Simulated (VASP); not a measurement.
# CaO (Fm-3m) in VASP: further runs, part 2 of 2

VASP 6.6.1. The steps go on from the part before.

## 3. Equation of state, PBE, 13.33 Å³/atom (volume scaled by 0.96)

File INCAR:

```
PREC = Accurate ; ENCUT = 520
EDIFF = 1E-7 ; ISMEAR = -1
SIGMA = 0.05 ; LREAL = F
LASPH = T ; NELM = 80
ALGO = Normal ; ISIF = 2
LWAVE = F ; LCHARG = F
GGA = PE ; NBANDS = 15
```

File KPOINTS:

```
Automatic mesh
0
Gamma
  10 10 10
```

File POSCAR:

```
CaO
1.0
    0.0000000000      2.3710712315      2.3710712315
    2.3710712315      0.0000000000      2.3710712315
    2.3710712315      2.3710712315      0.0000000000
Ca O
1 1
Direct
    0.0000000000      0.0000000000      0.0000000000
    0.5000000000      0.5000000000      0.5000000000
```

Potentials or basis: VASP PAW PBE potentials, release 64 (Ca_sv, O).

On the command line:

```console
$ cat potpaw_PBE.64/Ca_sv/POTCAR potpaw_PBE.64/O/POTCAR > POTCAR
$ mpirun -np 1 vasp_std > vasp.out
```

Wall time 14 s (1 thread of Intel Xeon Platinum 8559C (Emerald Rapids), shared host); peak memory 0.16 GiB.

It converged, with:

| Item | Value |
| --- | --- |
| Free energy | -12.7677 eV |
| Pressure | 7.3 GPa |
| Band gap on the k mesh | 3.62 eV, indirect (least direct gap 3.98 eV) |

## 4. Equation of state, PBE, 13.61 Å³/atom (volume scaled by 0.98)

File INCAR:

```
PREC = Accurate
ENCUT = 520
EDIFF = 1E-7
ISMEAR = -1
SIGMA = 0.05
LREAL = False
LASPH = True
NELM = 100
ALGO = Normal
ISIF = 2
LWAVE = False
LCHARG = False
GGA = PE
NBANDS = 15
```

File KPOINTS:

```
regular mesh
0
Gamma
  10 10 10
```

File POSCAR:

```
CaO
1.0
    0.0000000000      2.3874239637      2.3874239637
    2.3874239637      0.0000000000      2.3874239637
    2.3874239637      2.3874239637      0.0000000000
Ca O
1 1
Direct
    0.0000000000      0.0000000000      0.0000000000
    0.5000000000      0.5000000000      0.5000000000
```

On the command line:

```console
$ cat potpaw_PBE.64/Ca_sv/POTCAR potpaw_PBE.64/O/POTCAR > POTCAR
$ mpirun -np 1 vasp_std > vasp.out
```

Wall time 15 s (1 thread of Intel Xeon Platinum 8559C (Emerald Rapids), shared host); peak memory 0.16 GiB.

Results (log left out):

```yaml
Free_energy: -12.7890 eV
Pressure: 4.6 GPa
Band_gap_on_the_k_mesh: 3.63 eV, indirect (least direct gap 4.00 eV)
```

## 5. Equation of state, PBE, 14.16 Å³/atom (volume scaled by 1.02)

File INCAR:

```
ALGO = Normal ; EDIFF = 1E-7
ENCUT = 520 ; GGA = PE
ISIF = 2 ; ISMEAR = -1
LASPH = T ; LCHARG = F
LREAL = F ; LWAVE = F
NBANDS = 15 ; NELM = 80
PREC = Accurate ; SIGMA = 0.05
```

File KPOINTS:

```
k-points
0
Gamma
  10 10 10
```

File POSCAR:

```
CaO
1.0
    0.0000000000      2.4194737473      2.4194737473
    2.4194737473      0.0000000000      2.4194737473
    2.4194737473      2.4194737473      0.0000000000
Ca O
1 1
Direct
    0.0000000000      0.0000000000      0.0000000000
    0.5000000000      0.5000000000      0.5000000000
```

On the command line:

```console
$ cat potpaw_PBE.64/Ca_sv/POTCAR potpaw_PBE.64/O/POTCAR > POTCAR
$ mpirun -np 1 vasp_std > vasp.out
```

Run time: 14 s. Hardware: 1 thread of Intel Xeon Platinum 8559C (Emerald Rapids), shared host; peak memory 0.16 GiB.

The run converged. Its results:

```yaml
Free_energy: -12.8057 eV
Pressure: 0.0 GPa
Band_gap_on_the_k_mesh: 3.64 eV, indirect (least direct gap 4.02 eV)
```

## 6. Equation of state, PBE, 14.44 Å³/atom (volume scaled by 1.04)

File INCAR:

```
PREC = Accurate ; ENCUT = 520
EDIFF = 1E-7 ; ISMEAR = -1
SIGMA = 0.05 ; LREAL = F
LASPH = T ; NELM = 60
ALGO = Normal ; ISIF = 2
LWAVE = F ; LCHARG = F
GGA = PE ; NBANDS = 15
```

File KPOINTS:

```
Automatic mesh
0
Gamma
  10 10 10
```

File POSCAR:

```
CaO
1.0
    0.0000000000      2.4351850560      2.4351850560
    2.4351850560      0.0000000000      2.4351850560
    2.4351850560      2.4351850560      0.0000000000
Ca O
1 1
Direct
    0.0000000000      0.0000000000      0.0000000000
    0.5000000000      0.5000000000      0.5000000000
```

Potentials or basis: VASP PAW PBE potentials, release 64 (Ca_sv, O).

On the command line:

```console
$ cat potpaw_PBE.64/Ca_sv/POTCAR potpaw_PBE.64/O/POTCAR > POTCAR
$ mpirun -np 1 vasp_std > vasp.out
```

Run time: 15 s. Hardware: 1 thread of Intel Xeon Platinum 8559C (Emerald Rapids), shared host; peak memory 0.16 GiB.

It converged, with:

```
Free energy            : -12.8029 eV
Pressure               : -2.0 GPa
Band gap on the k mesh : 3.64 eV, indirect (least direct gap 4.02 eV)
```

## 7. Equation of state, PBE, 14.72 Å³/atom (volume scaled by 1.06)

File INCAR:

```
SYSTEM = CaO
PREC     = Accurate       ! precision mode
ENCUT    = 520            ! plane-wave cutoff, eV
EDIFF    = 1E-7           ! SCF threshold, eV
ISMEAR   = -1             ! smearing method
SIGMA    = 0.05           ! smearing width, eV
LREAL    = .False.        ! projectors in reciprocal space
LASPH    = .True.         ! aspherical terms in the spheres
NELM     = 100            ! most SCF steps
ALGO     = Normal         ! electronic algorithm
ISIF     = 2              ! what is computed and relaxed
LWAVE    = .False.        ! write WAVECAR
LCHARG   = .False.        ! write CHGCAR
GGA      = PE             ! functional
NBANDS   = 15             ! bands
```

File KPOINTS:

```
Automatic mesh
0
Gamma
  10 10 10
  0 0 0
```

File POSCAR:

```
CaO
1.0
    0.0000000000      2.4506962070      2.4506962070
    2.4506962070      0.0000000000      2.4506962070
    2.4506962070      2.4506962070      0.0000000000
Ca O
1 1
Direct
    0.0000000000      0.0000000000      0.0000000000
    0.5000000000      0.5000000000      0.5000000000
```

On the command line:

```console
$ cat potpaw_PBE.64/Ca_sv/POTCAR potpaw_PBE.64/O/POTCAR > POTCAR
$ mpirun -np 1 vasp_std > vasp.out
```

It took 14 s on 1 thread of Intel Xeon Platinum 8559C (Emerald Rapids), shared host; peak memory 0.16 GiB.

Results (log left out):

```yaml
Free_energy: -12.7936 eV
Pressure: -3.7 GPa
Band_gap_on_the_k_mesh: 3.64 eV, indirect (least direct gap 4.03 eV)
```

## 8. Equation of state, PBE

No new run: the results of the series are fitted here.

What came out:

* Equilibrium volume: 14.19 Å³/atom
* Bulk modulus: 105 GPa
* Pressure derivative of the bulk modulus: 4.4

Energy against volume, from the lowest point:
```csv
volume (Å³/atom),energy (meV/atom)
13.052,34.58
13.330,19.01
13.608,8.37
13.886,2.18
14.163,0.00
14.441,1.42
14.719,6.08
```

## 9. Equation of state, PBEsol, 13.05 Å³/atom (volume scaled by 0.94)

File INCAR:

```
SYSTEM = CaO
PREC = Accurate
ENCUT = 520
EDIFF = 1E-7
ISMEAR = -1
SIGMA = 0.05
LREAL = .FALSE.
LASPH = .TRUE.
NELM = 80
ALGO = Normal
ISIF = 2
LWAVE = .FALSE.
LCHARG = .FALSE.
GGA = PS
NBANDS = 15
```

File KPOINTS:

```
Automatic mesh
0
G
  10 10 10
  0 0 0
```

File POSCAR:

```
CaO
1.0
    0.0000000000      2.3544897713      2.3544897713
    2.3544897713      0.0000000000      2.3544897713
    2.3544897713      2.3544897713      0.0000000000
Ca O
1 1
Direct
    0.0000000000      0.0000000000      0.0000000000
    0.5000000000      0.5000000000      0.5000000000
```

Potentials or basis: VASP PAW PBE potentials, release 64 (Ca_sv, O).

On the command line:

```console
$ cat potpaw_PBE.64/Ca_sv/POTCAR potpaw_PBE.64/O/POTCAR > POTCAR
$ mpirun -np 1 vasp_std > vasp.out
```

Run time: 14 s. Hardware: 1 thread of Intel Xeon 6975P-C (Granite Rapids), shared host; peak memory 0.17 GiB.

The run converged. Its results:

| Property | Result |
| --- | --- |
| Free energy | -13.3916 eV |
| Pressure | 5.4 GPa |
| Band gap on the k mesh | 3.50 eV, indirect (least direct gap 3.86 eV) |

Caveat: the PAW data sets were made with another functional, which shifts forces and pressure a little.

## 10. Equation of state, PBEsol, 13.33 Å³/atom (volume scaled by 0.96)

INCAR is that of step 9.

KPOINTS is that of step 9.

File POSCAR:

```
CaO
1.0
    0.0000000000      2.3710712315      2.3710712315
    2.3710712315      0.0000000000      2.3710712315
    2.3710712315      2.3710712315      0.0000000000
Ca O
1 1
Direct
    0.0000000000      0.0000000000      0.0000000000
    0.5000000000      0.5000000000      0.5000000000
```

On the command line:

```console
$ cat potpaw_PBE.64/Ca_sv/POTCAR potpaw_PBE.64/O/POTCAR > POTCAR
$ mpirun -np 1 vasp_std > vasp.out
```

Run time: 13 s. Hardware: 1 thread of Intel Xeon 6975P-C (Granite Rapids), shared host; peak memory 0.16 GiB.

It converged, with:

* Free energy: -13.4060 eV
* Pressure: 2.6 GPa
* Band gap on the k mesh: 3.51 eV, indirect (least direct gap 3.88 eV)

Caveat: the PAW data sets were made with another functional, which shifts forces and pressure a little.

## 11. Equation of state, PBEsol, 13.61 Å³/atom (volume scaled by 0.98)

INCAR is that of step 10.

KPOINTS is that of step 10.

File POSCAR:

```
CaO
1.0
    0.0000000000      2.3874239637      2.3874239637
    2.3874239637      0.0000000000      2.3874239637
    2.3874239637      2.3874239637      0.0000000000
Ca O
1 1
Direct
    0.0000000000      0.0000000000      0.0000000000
    0.5000000000      0.5000000000      0.5000000000
```

On the command line:

```console
$ cat potpaw_PBE.64/Ca_sv/POTCAR potpaw_PBE.64/O/POTCAR > POTCAR
$ mpirun -np 1 vasp_std > vasp.out
```

It took 14 s on 1 thread of Intel Xeon 6975P-C (Granite Rapids), shared host; peak memory 0.16 GiB.

Results (log left out):

```yaml
Free_energy: -13.4113 eV
Pressure: 0.1 GPa
Band_gap_on_the_k_mesh: 3.52 eV, indirect (least direct gap 3.90 eV)
```

Caveat: the PAW data sets were made with another functional, which shifts forces and pressure a little.

## 12. Equation of state, PBEsol, 14.16 Å³/atom (volume scaled by 1.02)

INCAR is that of step 11.

KPOINTS is that of step 11.

File POSCAR:

```
CaO
1.0
    0.0000000000      2.4194737473      2.4194737473
    2.4194737473      0.0000000000      2.4194737473
    2.4194737473      2.4194737473      0.0000000000
Ca O
1 1
Direct
    0.0000000000      0.0000000000      0.0000000000
    0.5000000000      0.5000000000      0.5000000000
```

Potentials or basis: VASP PAW PBE potentials, release 64 (Ca_sv, O).

On the command line:

```console
$ cat potpaw_PBE.64/Ca_sv/POTCAR potpaw_PBE.64/O/POTCAR > POTCAR
$ mpirun -np 1 vasp_std > vasp.out
```

Run time: 14 s. Hardware: 1 thread of Intel Xeon 6975P-C (Granite Rapids), shared host; peak memory 0.16 GiB.

It converged, with:

```
Free energy            : -13.3979 eV
Pressure               : -4.2 GPa
Band gap on the k mesh : 3.54 eV, indirect (least direct gap 3.93 eV)
```

Caveat: the PAW data sets were made with another functional, which shifts forces and pressure a little.

## 13. Equation of state, PBEsol, 14.44 Å³/atom (volume scaled by 1.04)

INCAR is that of step 12.

KPOINTS is that of step 12.

File POSCAR:

```
CaO
1.0
    0.0000000000      2.4351850560      2.4351850560
    2.4351850560      0.0000000000      2.4351850560
    2.4351850560      2.4351850560      0.0000000000
Ca O
1 1
Direct
    0.0000000000      0.0000000000      0.0000000000
    0.5000000000      0.5000000000      0.5000000000
```

On the command line:

```console
$ cat potpaw_PBE.64/Ca_sv/POTCAR potpaw_PBE.64/O/POTCAR > POTCAR
$ mpirun -np 1 vasp_std > vasp.out
```

Wall time 18 s (1 thread of Intel Xeon 6975P-C (Granite Rapids), shared host); peak memory 0.16 GiB.

The run converged. Its results:

```
Free energy            : -13.3809 eV
Pressure               : -6.0 GPa
Band gap on the k mesh : 3.55 eV, indirect (least direct gap 3.93 eV)
```

Caveat: the PAW data sets were made with another functional, which shifts forces and pressure a little.

## 14. Equation of state, PBEsol, 14.72 Å³/atom (volume scaled by 1.06)

INCAR is that of step 13.

KPOINTS is that of step 13.

File POSCAR:

```
CaO
1.0
    0.0000000000      2.4506962070      2.4506962070
    2.4506962070      0.0000000000      2.4506962070
    2.4506962070      2.4506962070      0.0000000000
Ca O
1 1
Direct
    0.0000000000      0.0000000000      0.0000000000
    0.5000000000      0.5000000000      0.5000000000
```

On the command line:

```console
$ cat potpaw_PBE.64/Ca_sv/POTCAR potpaw_PBE.64/O/POTCAR > POTCAR
$ mpirun -np 1 vasp_std > vasp.out
```

It took 12 s on 1 thread of Intel Xeon 6975P-C (Granite Rapids), shared host; peak memory 0.16 GiB.

Results (log left out):

- Free energy: -13.3580 eV
- Pressure: -7.6 GPa
- Band gap on the k mesh: 3.55 eV, indirect (least direct gap 3.94 eV)

Caveat: the PAW data sets were made with another functional, which shifts forces and pressure a little.

## 15. Equation of state, PBEsol

Potentials or basis: VASP PAW PBE potentials, release 64 (Ca_sv, O).

This step only gathers the single runs of the series.

What came out:

| Item | Value |
| --- | --- |
| Equilibrium volume | 13.64 Å³/atom |
| Bulk modulus | 115 GPa |
| Pressure derivative of the bulk modulus | 4.4 |

Energy against volume, from the lowest point:
| volume (Å³/atom) | energy (meV/atom) |
| --- | --- |
| 13.052 | 9.83 |
| 13.330 | 2.62 |
| 13.608 | 0.00 |
| 13.886 | 1.50 |
| 14.163 | 6.69 |
| 14.441 | 15.19 |
| 14.719 | 26.64 |

Caveat: the PAW data sets were made with another functional, which shifts forces and pressure a little.
